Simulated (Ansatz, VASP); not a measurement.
**TiO2: VASP beside Ansatz**

```
Ti O
1.0
     4.59685    0.00000    0.00000
     0.00000    4.59685    0.00000
     0.00000    0.00000    2.92396
Ti O
2 4
Cartesian
  0.0000 0.0000 0.0000
  2.2984 2.2984 1.4620
  1.3983 1.3983 0.0000
  0.9001 3.6967 1.4620
  3.6967 0.9001 1.4620
  3.1986 3.1986 0.0000
```

Change from the starting cell: uniaxial_z strain -1.0%.

Alike in both runs: task single point; functional PBE; k mesh 6 × 6 × 8; occupations fermi-dirac, width 0.02 eV; no spin polarisation.

|  | VASP | Ansatz |
| --- | --- | --- |
| version | VASP 6.6.1 | Ansatz 0.2.0 |
| potentials or method | VASP PAW PBE potentials, release 64 (Ti_sv, O) | plane waves, PAW |
| plane-wave cutoff (eV) | 520 | 420 |
| valence electrons in the cell | 48 | 48 |

|  | VASP | Ansatz | Ansatz less VASP |
| --- | --- | --- | --- |
| gap on the k mesh at the Fermi level (eV) | 1.89 | 1.91 | +0.026 |
| pressure (GPa) | 8.7 | 8.1 | -0.66 |
| largest component of the traceless stress (GPa) | 2.34 | 2.12 | -0.216 |
| rms of the force components (eV/Å) | 0.040 | 0.026 | -0.0138 |

Atom by atom the forces differ by 0.014 eV/Å (rms over components).

A k mesh can miss the band edges.
